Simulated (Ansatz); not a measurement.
# Polar AlN (0001) films against thickness, part 2 of 5

What happens to a polar AlN (0001) film as it grows?

Ansatz 0.2.0; plane-wave DFT, LDA, Ansatz PAW.

So far, dipole along the normal (e·Å): step 2 (relaxation, 2 atoms, units 1) -1.5e-4.

### Step 3. Single point on the relaxed film, 2 atoms, units 1

The film was relaxed beforehand; a single point on the relaxed positions gives its levels and potential.

Input file input.yaml:

```yaml
crystal:
  lattice:
    - [3.1100000024, 0.0, 0.0]
    - [-1.5550000012, 2.6933390079, 0.0]
    - [0.0, 0.0, 18.58764]
  atoms:
    - { symbol: "N", position: [0.6666666667, 0.3333333333, 0.5000113078] }
    - { symbol: Al, position: [0.3333333333, 0.6666666667, 0.4999886922] }
kpoints:
  mp_grid: { grid: [12, 12, 1] }
hamiltonian:
  xc: lda
scf:
  occupations: { method: fermi_dirac, width: 0.03 }
  convergence: { dr2_threshold: 1.0e-09 }
efield:
  axis: 3
  dipole_correction: true
  ramp_position: 0.97
  ramp_width: 0.06
output:
  eigenvalues: true
  dos: { projected: true, e_range: [-7, 7] }
  write_potential: true
  write_density: true
  volumetric_format: npy
```

Launch:

```bash
ansatz run input.yaml --threads 4 --pin off --max-ram 6144MiB --backend cpu --events-out ev --progress --plain --runs-dir out
```

Numbers of over 12 decimals in the logs are rounded to 6 here.

The log of the run:

```text
[...]
Crystal: 2 atoms, lattice volume = 155.695 Å³
Basis set: ecut = 420 eV, 3027 PW (Γ)
Bands: 8, of which v1, the nominal top of the filled ones, is band 4 counted from 1 (3 counted from 0)
Symmetry: 6 space group operations
[...]
k-points: 19 of 144 (time reversal used)
[...]
SCF iter   1: F=—  HF=-888.565511 eV  |F-HF|=—  |Δ(HF+E_count)|=         —  Δρ=3.43e-3  dr2=2.41e-2  ethr=1.77e-3  p=-0.000 e·Å  D=-1.34e-4 V/Å  ΔV_dip=0.00 eV  dr2_dipole=3.61e-9  V_vac-E_F(+/−)=3.93/3.92 eV  ⟨swp⟩=7.4  Hψ=1432  notcnv=0
[...]
SCF iter   8: F=-888.561544 eV  HF=-888.561544 eV  |F-HF|=3.52e-12  |Δ(HF+E_count)|=  7.96e-10  Δρ=1.17e-7  dr2=1.93e-11  ethr=1.25e-11  p=-0.000 e·Å  D=-1.77e-4 V/Å  ΔV_dip=0.00 eV  dr2_dipole=4.71e-14  V_vac-E_F(+/−)=4.14/4.13 eV  ⟨swp⟩=5.2  Hψ=682  notcnv=0
SCF 1 converged in 8 iterations: F = -888.561544 eV  dr2 = 1.93e-11
[...]
SCF converged after 8 iterations
Free energy (F): -888.561544 eV
[...]
Internal energy: -888.561544 eV  (E = F + TS)
E sigma→0 (E₀):  -888.561544 eV
Fermi energy:    -2.468305 eV
Dipole field:    D = -0.000177 V/Å  (p = -0.000152 e·Å, saw-weighted, corrected)
Work function:   Φ+ = 4.1364 eV   Φ− = 4.1330 eV
[...]
--- Band table (eV; the first three rows and the last of 19) ---
[...]
```

Run time: 1.2 s. Hardware: 4 threads of Arm Neoverse V1, shared host; peak memory 0.37 GiB.

In the SCF lines HF is the Harris–Foulkes energy and dr2 the Hartree energy of the density residual, in eV; the loop may stop once dr2 is under the threshold and the program's other checks hold. Hψ counts applications of the Hamiltonian.

Running mean over 2.49 Å of the planar mean; the ramp of the sawtooth is left out. The electron's electrostatic potential energy less the Fermi level by z:

z (Å), electron's electrostatic potential energy less the Fermi level (eV) and a bar from the least value:
```
     2.83       4.13 ##############################
     3.12       4.13 ##############################
     3.57       4.13 ##############################
     3.87       4.13 ##############################
     4.16       4.13 ##############################
     4.61       4.13 ##############################
     4.91       4.13 ##############################
     5.20       4.13 ##############################
     5.65       4.13 ##############################
     5.95       4.12 ##############################
     6.39       4.07 ##############################
     6.69       3.98 #############################
     6.99       3.79 #############################
     7.44       2.91 ##########################
     7.73       1.56 #####################
     8.03      -0.34 ###############
     8.48      -3.06 #####
     8.77      -4.13 ##
     9.07      -4.58 
     9.52      -4.58 
     9.81      -4.13 ##
    10.11      -3.06 #####
    10.56      -0.34 ###############
    10.86       1.56 #####################
    11.15       2.91 ##########################
    11.60       3.79 #############################
    11.90       3.99 #############################
    12.19       4.07 ##############################
    12.64       4.12 ##############################
    12.94       4.13 ##############################
    13.38       4.13 ##############################
    13.68       4.14 ##############################
    13.98       4.14 ##############################
    14.42       4.14 ##############################
    14.72       4.14 ##############################
    15.02       4.14 ##############################
    15.46       4.14 ##############################
    15.76       4.14 ##############################
```

The density of states has structure finer than the step of the table below, so its rows give means over 0.25 eV, whole bins alone (the curve runs from -7 to 1.98 eV). Peaks (eV: height): -5.740: 2.27, -3.530: 1.66, -3.180: 3.31, -2.650: 3.25, -1.810: 5.08.

Density of states against energy, zero at the Fermi level of the run, which the smearing sets inside the gap; means over each step:

energy (eV), density of states (states/eV a cell) and a bar:
```
    -6.75       0.00 
    -6.50       0.01 
    -6.25       0.90 ##########
    -6.00       1.13 #############
    -5.75       1.63 ##################
    -5.50       0.91 ##########
    -5.25       0.52 ######
    -5.00       0.54 ######
    -4.75       0.55 ######
    -4.50       0.64 #######
    -4.25       0.67 ########
    -4.00       0.74 ########
    -3.75       1.21 ##############
    -3.50       1.22 ##############
    -3.25       1.95 ######################
    -3.00       2.67 ##############################
    -2.75       1.39 ################
    -2.50       2.16 ########################
    -2.25       1.53 #################
    -2.00       1.26 ##############
    -1.75       2.03 #######################
    -1.50       0.50 ######
    -1.25       0.00 
    -1.00       0.00 
    -0.75       0.00 
    -0.50       0.00 
    -0.25       0.00 
     0.00       0.00 
     0.25       0.00 
     0.50       0.00 
     0.75       0.00 
     1.00       0.00 
     1.25       0.00 
     1.50       0.06 #
     1.75       0.23 ###
```

Layers: AlN from below. The projected DOS per atom by energy from the Fermi level; read off at these points:

energy from the Fermi level (eV), projected DOS per atom (states/eV) and a bar:
```
    -6.95       0.00 
    -6.62       0.00 
    -6.29       0.46 ##########
    -6.07       0.52 ###########
    -5.74       0.99 #####################
    -5.41       0.34 #######
    -5.08       0.26 ######
    -4.75       0.27 ######
    -4.53       0.32 #######
    -4.20       0.33 #######
    -3.87       0.40 #########
    -3.54       0.74 ################
    -3.21       1.18 #########################
    -2.99       1.42 ##############################
    -2.66       1.33 ############################
    -2.33       0.87 ##################
    -2.00       0.60 #############
    -1.78       1.17 #########################
    -1.45       0.01 
    -1.12       0.00 
    -0.79       0.00 
    -0.46       0.00 
    -0.24       0.00 
     0.09       0.00 
     0.42       0.00 
     0.75       0.00 
     1.08       0.00 
     1.30       0.00 
     1.63       0.08 ##
     1.96       0.09 ##
```

The vacuum levels of the two faces differ by 0.00 eV, and the gap is 2.96 eV. Cations and anions have moved into nearly the same planes, so this film is no longer polar.

### Step 4. Relaxation, 4 atoms, units 2

System of this step: AlN (0001), 2 units. The cell holds 4 atoms: 2 N and 2 Al. Cell: a = 3.110 Å, b = 3.110 Å, c = 21.078 Å, α = 90.0°, β = 90.0°, γ = 120.0°. It derives from AlN (wurtzite AlN). Vacuum lies along c.

The next thickness, treated alike, to follow how potential and charge build up across the film.

input.yaml, the sections that differ from step 3:

```yaml
crystal:
  lattice:
    - [3.11, 0.0, 0.0]
    - [-1.555, 2.69333901, 0.0]
    - [0.0, 0.0, 21.07764]
  atoms:
    - { symbol: "N", position: [0.66666667, 0.33333333, 0.4269927753] }
    - { symbol: Al, position: [0.33333333, 0.66666667, 0.4548725569] }
    - { symbol: "N", position: [0.33333333, 0.66666667, 0.5451274431] }
    - { symbol: Al, position: [0.66666667, 0.33333333, 0.5730072247] }
relax:
  f_tol: 0.01
  max_steps: 100
output:
  write_potential: true
  write_density: true
  volumetric_format: npy
# kpoints, hamiltonian, scf, efield: as in step 3
```

The log of the run:

```text
[...]
Crystal: 4 atoms, lattice volume = 176.552 Å³
Basis set: ecut = 420 eV, 3443 PW (Γ)
Bands: 12, of which v1, the nominal top of the filled ones, is band 8 counted from 1 (7 counted from 0)
Symmetry: 6 space group operations
[...]
k-points: 19 of 144 (time reversal used)
[...]
SCF iter   1: F=—  HF=-1775.913450 eV  |F-HF|=—  |Δ(HF+E_count)|=         —  Δρ=4.59e-3  dr2=1.29e-1  ethr=1.77e-3  p=0.200 e·Å  D=2.05e-1 V/Å  ΔV_dip=-4.32 eV  dr2_dipole=2.47e-2  V_vac-E_F(+/−)=3.77/8.09 eV  ⟨swp⟩=9.4  Hψ=2082  notcnv=0
[...]
SCF iter  11: F=-1775.892016 eV  HF=-1775.892016 eV  |F-HF|=9.37e-11  |Δ(HF+E_count)|=   6.89e-9  Δρ=4.23e-7  dr2=6.83e-10  ethr=6.25e-12  p=0.205 e·Å  D=2.10e-1 V/Å  ΔV_dip=-4.44 eV  dr2_dipole=3.15e-11  V_vac-E_F(+/−)=3.54/7.98 eV  ⟨swp⟩=9.1  Hψ=1496  notcnv=0
SCF 1 converged in 11 iterations: F = -1775.892016 eV  dr2 = 6.83e-10
[...]
relax step   1: F+E_penalty+E_count = -1775.89201642 eV  Δ(F+E_penalty+E_count) = +0.000e0 eV  max|allowed force component| = 3.781e0 eV/Å  Δτ_max = 0.0000 Å  (11 SCF iters, accepted)
[...]
SCF iter   1: F=—  HF=-1776.841944 eV  |F-HF|=—  |Δ(HF+E_count)|=         —  Δρ=1.31e-2  dr2=8.07e-1  ethr=3.10e-3  p=0.205 e·Å  D=2.10e-1 V/Å  ΔV_dip=-4.44 eV  dr2_dipole=8.53e-2  V_vac-E_F(+/−)=3.73/8.16 eV  ⟨swp⟩=6.5  Hψ=1382  notcnv=0
[...]
SCF iter  14: F=-1776.694021 eV  HF=-1776.694021 eV  |F-HF|=4.69e-10  |Δ(HF+E_count)|=   2.14e-9  Δρ=3.45e-7  dr2=5.03e-10  ethr=6.25e-12  p=0.202 e·Å  D=2.07e-1 V/Å  ΔV_dip=-4.37 eV  dr2_dipole=1.27e-10  V_vac-E_F(+/−)=3.02/7.39 eV  ⟨swp⟩=7.2  Hψ=1536  notcnv=0
SCF 2 converged in 14 iterations: F = -1776.694021 eV  dr2 = 5.03e-10
[...]
relax step   2: F+E_penalty+E_count = -1776.69402084 eV  Δ(F+E_penalty+E_count) = -8.020e-1 eV  max|allowed force component| = 3.253e0 eV/Å  Δτ_max = 0.1505 Å  (14 SCF iters, accepted)
SCF iter   1: F=—  HF=-1778.259412 eV  |F-HF|=—  |Δ(HF+E_count)|=         —  Δρ=1.43e-2  dr2=1.06e0  ethr=3.10e-3  p=0.202 e·Å  D=2.07e-1 V/Å  ΔV_dip=-4.37 eV  dr2_dipole=1.95e-1  V_vac-E_F(+/−)=3.03/7.39 eV  ⟨swp⟩=7.5  Hψ=1616  notcnv=0
[...]
SCF iter  11: F=-1777.953863 eV  HF=-1777.953863 eV  |F-HF|=1.73e-10  |Δ(HF+E_count)|=  3.01e-10  Δρ=3.41e-7  dr2=2.36e-10  ethr=6.25e-12  p=0.099 e·Å  D=1.02e-1 V/Å  ΔV_dip=-2.15 eV  dr2_dipole=3.57e-11  V_vac-E_F(+/−)=3.08/5.23 eV  ⟨swp⟩=8.5  Hψ=1392  notcnv=0
SCF 3 converged in 11 iterations: F = -1777.953863 eV  dr2 = 2.36e-10
[...]
relax step   3: F+E_penalty+E_count = -1777.95386321 eV  Δ(F+E_penalty+E_count) = -1.260e0 eV  max|allowed force component| = 1.741e0 eV/Å  Δτ_max = 0.1921 Å  (11 SCF iters, accepted)
[...]
relax step   4: F+E_penalty+E_count = -1778.13912669 eV  Δ(F+E_penalty+E_count) = -1.853e-1 eV  max|allowed force component| = 1.045e0 eV/Å  Δτ_max = 0.1975 Å  (10 SCF iters, accepted)
[...]
relax step   5: F+E_penalty+E_count = -1778.21388643 eV  Δ(F+E_penalty+E_count) = -7.476e-2 eV  max|allowed force component| = 1.765e-1 eV/Å  Δτ_max = 0.0678 Å  (10 SCF iters, accepted)
SCF iter   1: F=—  HF=-1778.222628 eV  |F-HF|=—  |Δ(HF+E_count)|=         —  Δρ=1.93e-3  dr2=1.48e-2  ethr=1.31e-3  p=0.000 e·Å  D=4.58e-4 V/Å  ΔV_dip=-0.01 eV  dr2_dipole=2.84e-6  V_vac-E_F(+/−)=3.96/3.97 eV  ⟨swp⟩=2.9  Hψ=733  notcnv=0
[...]
SCF iter   9: F=-1778.217491 eV  HF=-1778.217491 eV  |F-HF|=9.60e-11  |Δ(HF+E_count)|=  3.08e-10  Δρ=3.12e-7  dr2=1.93e-10  ethr=6.25e-12  p=-0.000 e·Å  D=-1.15e-4 V/Å  ΔV_dip=0.00 eV  dr2_dipole=1.15e-11  V_vac-E_F(+/−)=3.93/3.92 eV  ⟨swp⟩=8.5  Hψ=1372  notcnv=0
SCF 6 converged in 9 iterations: F = -1778.217491 eV  dr2 = 1.93e-10
[...]
relax step   6: F+E_penalty+E_count = -1778.21749109 eV  Δ(F+E_penalty+E_count) = -3.605e-3 eV  max|allowed force component| = 9.170e-3 eV/Å  Δτ_max = 0.0194 Å  (9 SCF iters, accepted)
NSCF: frozen V_eff on 19 k-points
[...]
SCF converged after 9 iterations
Free energy (F): -1778.217491 eV
[...]
Internal energy: -1778.217491 eV  (E = F + TS)
E sigma→0 (E₀):  -1778.217491 eV
Fermi energy:    -0.939771 eV
Dipole field:    D = -0.000110 V/Å  (p = -0.000108 e·Å, saw-weighted, corrected)
Work function:   Φ+ = 3.9272 eV   Φ− = 3.9248 eV
[...]
--- Forces (eV/Å), atoms counted from 1 ---
  atom   1  N     -0.00000000    -0.00000000    -0.00917381
  atom   2  Al    -0.00000000    -0.00000000     0.00309753
  atom   3  N      0.00000000     0.00000000     0.00637914
  atom   4  Al     0.00000000     0.00000000    -0.00031617
  max |Σ_I F_I| component: 1.33e-5 eV/Å
--- Band table (eV; the first three rows and the last of 19) ---
  k-point 0: bands = [... 4 lower, -4.3043, -3.8754, -3.6463, -3.6463, 0.9638, 2.1925, 2.9482, 3.6777]
  k-point 1: bands = [... 4 lower, -4.4018, -3.9991, -3.6596, -3.5276, 1.2223, 2.2580, 3.1083, 3.7946]
  k-point 2: bands = [... 4 lower, -4.7745, -4.6359, -3.7185, -3.2107, 1.8057, 2.4229, 3.5656, 4.1053]
  k-point 18: bands = [... 4 lower, -7.3037, -5.9710, -3.6446, -3.6434, 3.9759, 4.3966, 4.3994, 5.9599]
--- Relaxed structure (6 steps of the walk, 6 accepted, 0 SCFs on fresh bases) ---
  F+E_penalty+E_count = -1778.21749109 eV   max|allowed force component| = 9.170e-3 eV/Å
  atoms:
    - { symbol: N, position: [0.666667, 0.333333, 0.447089] }
    - { symbol: Al, position: [0.333333, 0.666667, 0.452115] }
    - { symbol: N, position: [0.333333, 0.666667, 0.552916] }
    - { symbol: Al, position: [0.666667, 0.333333, 0.547880] }
```

Run time: 7.1 s. Hardware: 4 threads; peak memory 0.37 GiB; 26 s of CPU time.

Step by step:

```csv
step,energy less that of the first step (eV),largest force component (eV/Å)
1,0.0000,3.7805
2,-0.8020,3.2532
3,-2.0618,1.7410
4,-2.2471,1.0451
5,-2.3219,0.1765
6,-2.3255,0.0092
```

The run keeps the 6 symmetry operations that it works with, so distortions that break them were not tested.

The atoms that moved most (Å):

```csv
atom,dx,dy,dz,length
Al4,0.000,0.000,-0.530,0.530
N1,0.000,0.000,0.424,0.424
N3,0.000,0.000,0.164,0.164
Al2,0.000,0.000,-0.058,0.058
```

The relaxed structure:

```xyz
4
Lattice="3.1100 0.0000 0.0000 -1.5550 2.6933 0.0000 0.0000 0.0000 21.0776" Properties=species:S:1:pos:R:3
N     1.5550    0.8978    9.4236
Al    0.0000    1.7956    9.5295
N     0.0000    1.7956   11.6542
Al    1.5550    0.8978   11.5480
```

Numbers from this step:

```yaml
gap_on_the_k_mesh: 3.890 eV
dipole_along_the_normal: -1.08e-4 e·Å
ionisation_energy_upper_face: 5.914 eV
electron_affinity_upper_face: 2.024 eV
```

The relaxation took 6 steps and lowered the energy by 2.3 eV; the largest force on the free atoms ends at 0.0092 eV/Å.

The gap is 3.89 eV, with the valence edge 5.91 eV and the conduction edge 2.02 eV under the upper vacuum level.

(Continued in part 3 of 5.)

[Logs are printed without paths, hosts, clocks, repeated set-up lines and the standing remarks that a program may print on its own settings, such as how far it seeks lower states.]

[Hosts, paths, dates, database ids (printed as entryN), source tags and the programs' standing remarks are cut or masked in the printed files.]

[Maps of the electrostatic potential energy from Ansatz leave out the sawtooth potential of an applied field or a dipole correction, so their vacuum need not be flat; planar profiles and work functions include it.]

[The density of states shown here was stored with 400 of the rows of the run's finer table, so its peaks can read low, often by over a quarter, or be missed, and its means over a window can be off by a tenth or more.]
